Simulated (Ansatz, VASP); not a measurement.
**Two plane-wave programs on InP**

```
CELL_PARAMETERS angstrom
0.00000 2.85500 2.85500
2.85500 0.00000 2.85500
2.85500 2.85500 0.00000
ATOMIC_POSITIONS crystal
In 0.00000 0.00000 0.00000
P 0.50000 0.50000 0.50000
```

Alike in both runs: task electric field gradients; functional PBEsol; k mesh 11 × 11 × 11; occupations fermi-dirac, width 0.03 eV; no spin polarisation.

```csv
,VASP,Ansatz
version,VASP 6.6.1,Ansatz 0.2.0
potentials or method,"VASP PAW PBE potentials, release 64 (In_d, P)","PAW with Ansatz's default frozen-core files, scalar-relativistic"
plane-wave cutoff (eV),520,420
valence electrons in the cell,18,18
```

```csv
,VASP,Ansatz,Ansatz less VASP
pressure (GPa),-8.2,-8.2,-0.02
Vzz of the field gradient on the site that differs most (V/Å²),0.0,0.0,0.00
```

Ansatz warned: «gradients_without_spin_orbit».

Caveats: the PAW data sets were made with another functional, which shifts forces and pressure a little (VASP).
